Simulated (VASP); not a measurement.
Crystal: Mo.

```xyz
1
Lattice="-1.5838 1.5838 1.5838 1.5838 -1.5838 1.5838 1.5838 1.5838 -1.5838" Properties=species:S:1:pos:R:3 pbc="T T T"
Mo    0.0000    0.0000    0.0000
```

* Program: VASP 6.6.1
* Task: single point
* Functional: PBE
* Potentials or basis: VASP PAW PBE potentials, release 64 (Mo_sv)
* Cutoff: 900 eV
* k mesh: 18 × 18 × 18
* Occupations: methfessel-paxton, width 0.1 eV
* Spin: no spin polarisation

On this cell: pressure -1.2 GPa; band gap on the k mesh none (metal or under the smearing width).

The same run follows on a disturbed copy (grid = ENCUT=900 k=18x18x18 ISMEAR=1 SIGMA=0.1 PREC=Accurate EDIFF=1e-08 LREAL=False ADDGRID=False LASPH=True; cell strained at random at fixed volume):

```
Mo
1.0
    -1.60189    1.61231    1.58682
     1.58406   -1.58295    1.53964
     1.59988    1.58094   -1.55747
Mo
1
Direct
  0.98992 0.99913 0.01961
```

Question: What changes?

Answer: The energy (extrapolated to zero smearing) moves by +6.5 meV/atom; pressure -1.1 GPa; band gap on the k mesh none (metal or under the smearing width).

Stress tensor (GPa, compression positive):
```
-2.64  0.13  1.17
 0.13 -3.56 -1.91
 1.17 -1.91  3.04
```
